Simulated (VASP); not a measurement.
SnO2: density of states with PBE

The system is SnO2.

```
CELL_PARAMETERS angstrom
-3.24890 3.41447 3.41402
3.24890 -3.41447 3.41402
3.24890 3.41447 -3.41402
ATOMIC_POSITIONS crystal
Sn 0.50000 0.00000 0.00000
Sn 0.50000 0.50000 0.50000
Sn 0.00360 0.75360 0.25000
Sn 0.99640 0.24640 0.75000
O 0.80650 0.80377 0.49728
O 0.80650 0.30922 0.00272
O 0.30244 0.24594 0.05649
O 0.68944 0.24594 0.44350
O 0.31056 0.75406 0.55649
O 0.19350 0.69078 0.99728
O 0.69756 0.75406 0.94351
O 0.19350 0.19623 0.50272
```

The cell is a database's computed one.

```json
{
 "Program": "VASP 6.6.1",
 "Task": "density of states",
 "Functional": "PBE",
 "Potentials or basis": "VASP PAW PBE potentials, release 64 (Sn_d, O)",
 "Cutoff": "520 eV",
 "k mesh": "5 × 5 × 5",
 "Occupations": "gaussian, width 0.02 eV",
 "Spin": "no spin polarisation",
 "k mesh for the DOS": "8 × 8 × 8",
 "Occupations for the DOS": "tetrahedron",
 "Further INCAR settings": "ALGO = Normal; EDIFF = 1e-07"
}
```

```yaml
Valence_electrons_inside_the_program's_atomic_spheres: Sn 12.22; O 5.04
```

Levels at points of the mesh, in eV from the valence-band top:
| k point | band 50 | band 51 | band 52 | band 53 | band 54 | band 55 |
| --- | --- | --- | --- | --- | --- | --- |
| (0.00, 0.00, 0.00) | -0.73 | -0.72 | 0.00 | 0.62 | 4.30 | 4.31 |
| (0.50, 0.00, 0.00) | -0.74 | -0.60 | -0.59 | 3.84 | 3.84 | 5.79 |
| (0.00, 0.50, 0.00) | -0.80 | -0.50 | -0.47 | 3.96 | 3.96 | 5.54 |
| (0.50, 0.50, 0.00) | -0.80 | -0.48 | -0.48 | 3.96 | 3.96 | 5.55 |
| (0.50, 0.50, 0.50) | -1.17 | -0.84 | -0.84 | 4.22 | 4.22 | 5.53 |

States per cell in windows of 0.5 eV (zero at the valence-band top; states under -8 eV left out):
```
from (eV)  total  O7_p  O8_p  O9_p  O11_p  O5_p  O6_p
     -8.0   0.75  0.03  0.03  0.03   0.03  0.03  0.03
     -7.5   2.13  0.09  0.09  0.09   0.09  0.09  0.09
     -7.0   1.89  0.08  0.08  0.08   0.08  0.08  0.08
     -6.5   1.28  0.06  0.06  0.06   0.06  0.06  0.06
     -6.0   0.91  0.04  0.04  0.04   0.04  0.04  0.04
     -5.5   1.11  0.07  0.07  0.07   0.07  0.06  0.06
     -5.0   2.30  0.14  0.14  0.14   0.14  0.14  0.14
     -4.5   2.90  0.18  0.18  0.18   0.18  0.18  0.18
     -4.0   4.15  0.27  0.27  0.27   0.27  0.27  0.27
     -3.5   3.05  0.21  0.21  0.21   0.21  0.21  0.21
     -3.0   3.63  0.26  0.26  0.26   0.26  0.26  0.26
     -2.5   3.22  0.25  0.25  0.25   0.25  0.25  0.25
     -2.0   4.74  0.38  0.38  0.38   0.38  0.39  0.39
     -1.5   7.60  0.66  0.66  0.66   0.66  0.65  0.65
     -1.0   7.52  0.67  0.67  0.67   0.67  0.67  0.67
     -0.5   1.05  0.10  0.10  0.10   0.10  0.10  0.10
      0.0   0.00  0.00  0.00  0.00   0.00  0.00  0.00
      0.5   0.00  0.00  0.00  0.00   0.00  0.00  0.00
      1.0   0.05  0.00  0.00  0.00   0.00  0.00  0.00
      1.5   0.09  0.00  0.00  0.00   0.00  0.00  0.00
      2.0   0.17  0.01  0.01  0.01   0.01  0.01  0.01
      2.5   0.25  0.01  0.01  0.01   0.01  0.01  0.01
      3.0   0.38  0.01  0.01  0.01   0.01  0.02  0.02
      3.5   0.69  0.03  0.03  0.03   0.03  0.03  0.03
      4.0   1.24  0.05  0.05  0.05   0.05  0.05  0.05
      4.5   2.13  0.09  0.09  0.09   0.09  0.09  0.09
      5.0   1.39  0.06  0.06  0.06   0.06  0.06  0.06
      5.5   1.33  0.07  0.07  0.07   0.07  0.07  0.07
      6.0   0.61  0.02  0.02  0.02   0.02  0.02  0.02
      6.5   1.06  0.01  0.01  0.01   0.01  0.01  0.01
      7.0   1.25  0.02  0.02  0.02   0.02  0.02  0.02
      7.5   1.68  0.03  0.03  0.03   0.03  0.03  0.03
```

It took 15 min on 1 thread of Intel(R) Xeon(R) Platinum 8488C (Sapphire Rapids), on a shared host, peak memory 0.72 GiB.
